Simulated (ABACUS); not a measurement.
# LiF (Griceite) (Fm-3m) in ABACUS: settings compared, part 2 of 2

ABACUS 3.10.1. The steps go on from the part before.

### Step 3. Band structure, RPBE

The input, INPUT:

```
INPUT_PARAMETERS
suffix              LiF
calculation         nscf
basis_type          pw
pseudo_dir          ./
symmetry            -1
dft_functional      GGA_X_RPBE+GGA_C_PBE
ecutwfc             98.0
pseudo_rcut         10
nspin               1
nbands              15
ks_solver           dav
smearing_method     fd
smearing_sigma      0.00367493
scf_thr             1e-08
scf_nmax            100
mixing_type         broyden
mixing_beta         0.7
init_chg            file
pw_diag_thr         1e-07
out_band            1
kpar                4
```

The input, STRU:

```
ATOMIC_SPECIES
F 18.9984 F.upf
Li 6.9400 Li.upf

LATTICE_CONSTANT
1.8897261246

LATTICE_VECTORS
0.0000000000 2.0140000000 2.0140000000
2.0140000000 0.0000000000 2.0140000000
2.0140000000 2.0140000000 0.0000000000

ATOMIC_POSITIONS
Direct

F
0.0
1
0.5000000000 0.5000000000 0.5000000000 1 1 1

Li
0.0
1
0.0000000000 0.0000000000 0.0000000000 1 1 1
```

The input, KPT:

```
K_POINTS
12
Line
0.00000000 0.00000000 0.00000000 10 // G
0.50000000 0.00000000 0.50000000 10 // X
0.50000000 0.25000000 0.75000000 10 // W
0.37500000 0.37500000 0.75000000 10 // K
0.00000000 0.00000000 0.00000000 10 // G
0.50000000 0.50000000 0.50000000 10 // L
0.62500000 0.25000000 0.62500000 10 // U
0.50000000 0.25000000 0.75000000 10 // W
0.50000000 0.50000000 0.50000000 10 // L
0.37500000 0.37500000 0.75000000 1 // K
0.62500000 0.25000000 0.62500000 10 // U
0.50000000 0.00000000 0.50000000 1 // X
```

Potentials or basis: Ansatz NC PBE, plane waves.

Launch:

```
OMP_NUM_THREADS=1 mpirun -np 4 abacus > log
```

Wall time 3.8 s (4 MPI ranks of Intel Xeon 6975P-C (Granite Rapids), shared host); peak memory 0.36 GiB.

It converged, with:

| Quantity | Value |
| --- | --- |
| Band gap along the path | 9.34 eV, direct |

Levels at the corners of the path, in eV from the Fermi level:
| point | band 2 | band 3 | band 4 | band 5 | band 6 | band 7 | band 8 | band 9 |
| --- | --- | --- | --- | --- | --- | --- | --- | --- |
| Γ | -21.19 | -1.23 | -1.23 | -1.23 | 8.12 | 23.03 | 23.03 | 23.03 |
| X | -20.50 | -4.15 | -2.20 | -2.20 | 13.82 | 15.56 | 16.48 | 19.28 |
| W | -20.53 | -3.25 | -3.25 | -2.01 | 14.09 | 14.09 | 16.50 | 18.27 |
| K | -20.55 | -3.66 | -2.75 | -1.94 | 13.55 | 13.93 | 17.45 | 18.72 |
| Γ | -21.19 | -1.23 | -1.23 | -1.23 | 8.12 | 23.03 | 23.03 | 23.03 |
| L | -20.76 | -3.69 | -1.45 | -1.45 | 9.86 | 15.74 | 17.96 | 17.96 |
| U | -20.55 | -3.66 | -2.75 | -1.94 | 13.55 | 13.93 | 17.45 | 18.72 |
| W | -20.53 | -3.25 | -3.25 | -2.01 | 14.09 | 14.09 | 16.50 | 18.27 |
| L | -20.76 | -3.69 | -1.45 | -1.45 | 9.86 | 15.74 | 17.96 | 17.96 |
| K | -20.55 | -3.66 | -2.75 | -1.94 | 13.55 | 13.93 | 17.45 | 18.72 |
| U | -20.55 | -3.66 | -2.75 | -1.94 | 13.55 | 13.93 | 17.45 | 18.72 |
| X | -20.50 | -4.15 | -2.20 | -2.20 | 13.82 | 15.56 | 16.48 | 19.28 |

Caveat: the density is read from an earlier self-consistent run, whose mesh may be coarse; the potentials were made for another functional, which shifts forces and pressure.

### Step 4. Equation of state, RPBE, 7.68 Å³/atom (volume scaled by 0.94)

The input, INPUT:

```
INPUT_PARAMETERS
suffix              LiF
calculation         scf
basis_type          pw
pseudo_dir          ./
symmetry            1
dft_functional      GGA_X_RPBE+GGA_C_PBE
ecutwfc             98
pseudo_rcut         10
nspin               1
nbands              9
ks_solver           dav
smearing_method     fd
smearing_sigma      0.00367493
scf_thr             1e-08
scf_nmax            100
mixing_type         broyden
mixing_beta         0.7
cal_force           1
cal_stress          1
kpar                4
```

The input, STRU:

```
ATOMIC_SPECIES
F 18.9984 F.upf
Li 6.9400 Li.upf

LATTICE_CONSTANT
1.8897261246

LATTICE_VECTORS
0.0000000000 1.9728864230 1.9728864230
1.9728864230 0.0000000000 1.9728864230
1.9728864230 1.9728864230 0.0000000000

ATOMIC_POSITIONS
Cartesian

F
0.0
1
1.9728864230 1.9728864230 1.9728864230 1 1 1

Li
0.0
1
0.0000000000 0.0000000000 0.0000000000 1 1 1
```

The input, KPT:

```
K_POINTS
0
Gamma
9 9 9 0 0 0
```

Launch:

```
OMP_NUM_THREADS=1 mpirun -np 4 abacus > log
```

Wall time 3.4 s (4 MPI ranks of Intel Xeon 6975P-C (Granite Rapids), shared host); peak memory 0.36 GiB.

Results (log left out):

* Free energy: -884.8798 eV
* Pressure: 11.9 GPa
* Band gap on the k mesh: 9.91 eV, direct

Caveat: the potentials were made for another functional, which shifts forces and pressure; an odd mesh through Γ misses points on the zone boundary, where band edges often lie.

### Step 5. Equation of state, RPBE, 8.01 Å³/atom (volume scaled by 0.98)

INPUT is that of step 4.

The input, STRU:

```
ATOMIC_SPECIES
F 18.9984 F.upf
Li 6.9400 Li.upf

LATTICE_CONSTANT
1.8897261246

LATTICE_VECTORS
0.0000000000 2.0004828142 2.0004828142
2.0004828142 0.0000000000 2.0004828142
2.0004828142 2.0004828142 0.0000000000

ATOMIC_POSITIONS
Cartesian

F
0.0
1
2.0004828142 2.0004828142 2.0004828142 1 1 1

Li
0.0
1
0.0000000000 0.0000000000 0.0000000000 1 1 1
```

KPT is that of step 4.

Launch:

```
OMP_NUM_THREADS=1 mpirun -np 4 abacus > log
```

Run time: 3.5 s. Hardware: 4 MPI ranks of Intel Xeon 6975P-C (Granite Rapids), shared host; peak memory 0.36 GiB.

The run converged. Its results:

```
Free energy            : -884.9200 eV
Pressure               : 7.9 GPa
Band gap on the k mesh : 9.52 eV, direct
```

Caveat: the potentials were made for another functional, which shifts forces and pressure; an odd mesh through Γ misses points on the zone boundary, where band edges often lie.

### Step 6. Equation of state, RPBE, 8.33 Å³/atom (volume scaled by 1.02)

INPUT is that of step 5.

The input, STRU:

```
ATOMIC_SPECIES
F 18.9984 F.upf
Li 6.9400 Li.upf

LATTICE_CONSTANT
1.8897261246

LATTICE_VECTORS
0.0000000000 2.0273381371 2.0273381371
2.0273381371 0.0000000000 2.0273381371
2.0273381371 2.0273381371 0.0000000000

ATOMIC_POSITIONS
Cartesian

F
0.0
1
2.0273381371 2.0273381371 2.0273381371 1 1 1

Li
0.0
1
0.0000000000 0.0000000000 0.0000000000 1 1 1
```

KPT is that of step 5.

Potentials or basis: Ansatz NC PBE, plane waves.

Launch:

```
OMP_NUM_THREADS=1 mpirun -np 4 abacus > log
```

It took 3 s on 4 MPI ranks of Intel Xeon 6975P-C (Granite Rapids), shared host; peak memory 0.36 GiB.

The run converged. Its results:

```
Free energy            : -884.9453 eV
Pressure               : 4.6 GPa
Band gap on the k mesh : 9.17 eV, direct
```

Caveat: the potentials were made for another functional, which shifts forces and pressure; an odd mesh through Γ misses points on the zone boundary, where band edges often lie.

### Step 7. Equation of state, RPBE, 8.66 Å³/atom (volume scaled by 1.06)

INPUT is that of step 6.

The input, STRU:

```
ATOMIC_SPECIES
F 18.9984 F.upf
Li 6.9400 Li.upf

LATTICE_CONSTANT
1.8897261246

LATTICE_VECTORS
0.0000000000 2.0535002244 2.0535002244
2.0535002244 0.0000000000 2.0535002244
2.0535002244 2.0535002244 0.0000000000

ATOMIC_POSITIONS
Cartesian

F
0.0
1
2.0535002244 2.0535002244 2.0535002244 1 1 1

Li
0.0
1
0.0000000000 0.0000000000 0.0000000000 1 1 1
```

KPT is that of step 6.

Launch:

```
OMP_NUM_THREADS=1 mpirun -np 4 abacus > log
```

It took 3.4 s on 4 MPI ranks of Intel Xeon 6975P-C (Granite Rapids), shared host; peak memory 0.36 GiB.

The run converged. Its results:

- Free energy: -884.9583 eV
- Pressure: 1.9 GPa
- Band gap on the k mesh: 8.85 eV, direct

Caveat: the potentials were made for another functional, which shifts forces and pressure; an odd mesh through Γ misses points on the zone boundary, where band edges often lie.

### Step 8. Equation of state, RPBE

This step only gathers the single runs of the series.

Results:

- Equilibrium volume: 8.92 Å³/atom (rough: see the caveat)
- Bulk modulus: 58 GPa (rough)

Energy against volume, from the lowest point:
| volume (Å³/atom) | energy (meV/atom) |
| --- | --- |
| 7.679 | 39.24 |
| 8.006 | 19.15 |
| 8.333 | 6.51 |
| 8.659 | 0.00 |

Caveat: the minimum lies outside the volumes run; the potentials were made for another functional, which shifts forces and pressure.
